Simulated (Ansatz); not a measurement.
**Stationary points along a deformation path in BN**

The calculation used DFT LDA, scalar-relativistic, plane waves, PAW in Ansatz 0.2.0. The runs took a 420 eV cutoff, a Γ-centred 12×12×12 mesh and Gaussian smearing (0.05 eV). No spin polarisation. Energies are free energies at this smearing, counted from the undisturbed cell; pressure is positive in compression.

Zero of the scan (as given, not relaxed at this level; it stands at -14.2 GPa):

```yaml
crystal:
  lattice:
    - [0.00000, 1.81300, 1.81300]
    - [1.81300, 0.00000, 1.81300]
    - [1.81300, 1.81300, 0.00000]
  atoms:
    - { symbol: B, position: [0.00000, 0.00000, 0.00000] }
    - { symbol: N, position: [0.75000, 0.75000, 0.75000] }
```

At fixed volume and fractional coordinates, lengths along (0.000, 0.000, 1.000) are scaled against those across it; ρ is that ratio over its starting value. V = 5.959 Å³/atom. Δσ is the stress along the axis less the mean stress across it (compression positive).

| ρ | ΔE (meV/atom) | Δσ (GPa) | space group |
| --- | --- | --- | --- |
| 0.650 | 962.8 | 155.71 | I-4m2 |
| 0.707 | 661.5 | 133.31 | I-4m2 |
| 0.780 | 368.9 | 106.38 | I-4m2 |
| 0.850 | 171.0 | 78.28 | I-4m2 |
| 0.920 | 48.5 | 45.13 | I-4m2 |
| 0.960 | 12.1 | 23.51 | I-4m2 |
| 1.000 | 0.0 | 0.00 | F-43m |
| 1.050 | 18.7 | -31.79 | I-4m2 |
| 1.100 | 74.7 | -65.82 | I-4m2 |
| 1.200 | 293.2 | -138.69 | I-4m2 |
| 1.300 | 643.0 | -215.17 | I-4m2 |
| 1.414 | 1182.1 | -303.11 | I-4m2 |
| 1.500 | 1672.5 | -364.97 | I-4m2 |

How does the stress give the slope of the energy, and where is the energy stationary?

Along the path d ln(length) is 2/3 d ln ρ on the axis and −1/3 d ln ρ across it, so dE/d ln ρ = −(2/3) V Δσ: the energy falls with ρ where Δσ is positive. Δσ vanishes or changes sign at ρ = 1.000 (F-43m), a minimum at 0.0 meV/atom. Pairs of stationary points between two samples would go unseen, and could change a minimum read from distant neighbours into a maximum. At ρ = 1.000 the cell is cubic, where symmetry alone makes the stress isotropic and the slope zero.

Which shear constant sets the curvature at ρ = 1?

For a cubic crystal E/V = (2/3) C (ln ρ)² with C = C′ = (C11 − C12)/2, so Δσ = −2C ln ρ. The parabola of Δσ against ln ρ through ρ = 0.960, 1 and 1.050 gives C ≈ 305 GPa with the ions clamped, rough because the steps are large. It is the stress–strain coefficient at this cell's pressure of -14.2 GPa, not the zero-pressure constant.

Integrate that slope from ρ = 1 to 0.850 by the trapezoid rule.

With V/N in Å³ and 1 eV/Å³ = 160.2 GPa the slopes at ρ = 1.000, 0.960, 0.920, 0.850 are 0, -583, -1119, -1941 meV/atom per unit of ln ρ. The steps add 11.9 + 36.2 + 121.1 = 169.2 meV/atom, against 171.0 from the energies; the trapezoid rule misses the curvature of the slope within each step.

The gap closes along the scan, which can put kinks into the curve.